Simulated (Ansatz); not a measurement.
Crystals in the rock-salt structure, computed with PBE in Ansatz (plane-wave DFT, scalar-relativistic, harmonic phonons, no LO–TO term at Γ; fixed occupations; no spin; PAW, where unfrozen means all-electron datasets; each on its own modest k mesh, which can be coarse for ε∞).

```
  crystal     cell  k mesh    potentials       phonons by  Å³/atom  top Γ mode (cm⁻¹)  lowest mode at X = [0.5, 0, 0.5] (cm⁻¹)  top mode at X = [0.5, 0, 0.5] (cm⁻¹)  mean ε∞  mean Born charge of the element in brackets (e)
 LiH [Li]  relaxed   6×6×6  unfrozen PAW  linear response     8.05                580                                      313                                  1032     4.23                                             1.02
 LiF [Li]  relaxed   6×6×6  unfrozen PAW  linear response     8.40                268                                      239                                   444     2.05                                             1.05
NaCl [Na]  relaxed   6×6×6  unfrozen PAW  linear response    23.11                  ?                                        ?                                     ?        ?                                                ?
 MgO [Mg]  relaxed   6×6×6  unfrozen PAW  linear response     9.63                365                                      279                                   526     3.24                                             2.00
 MgS [Mg]  relaxed   6×6×6  unfrozen PAW  linear response    17.88                224                                      126                                   292     5.34                                             2.35
  KCl [K]  relaxed   6×6×6  unfrozen PAW  linear response    32.47                  ?                                        ?                                     ?        ?                                                ?
 BaO [Ba]  relaxed   6×6×6  unfrozen PAW  linear response    21.65                 71                                       80                                   187     4.17                                             2.73
 BaS [Ba]  relaxed   6×6×6  unfrozen PAW  linear response    33.21                135                                       64                                   169     4.73                                             2.60
```

Task: Estimate the entries marked ?.

Result: NaCl: top Γ mode (cm⁻¹) 151, lowest mode at X = [0.5, 0, 0.5] (cm⁻¹) 83, top mode at X = [0.5, 0, 0.5] (cm⁻¹) 172, mean ε∞ 2.48, mean Born charge of the element in brackets (e) 1.11. KCl: top Γ mode (cm⁻¹) 126, lowest mode at X = [0.5, 0, 0.5] (cm⁻¹) 60, top mode at X = [0.5, 0, 0.5] (cm⁻¹) 136, mean ε∞ 2.28, mean Born charge of the element in brackets (e) 1.13.
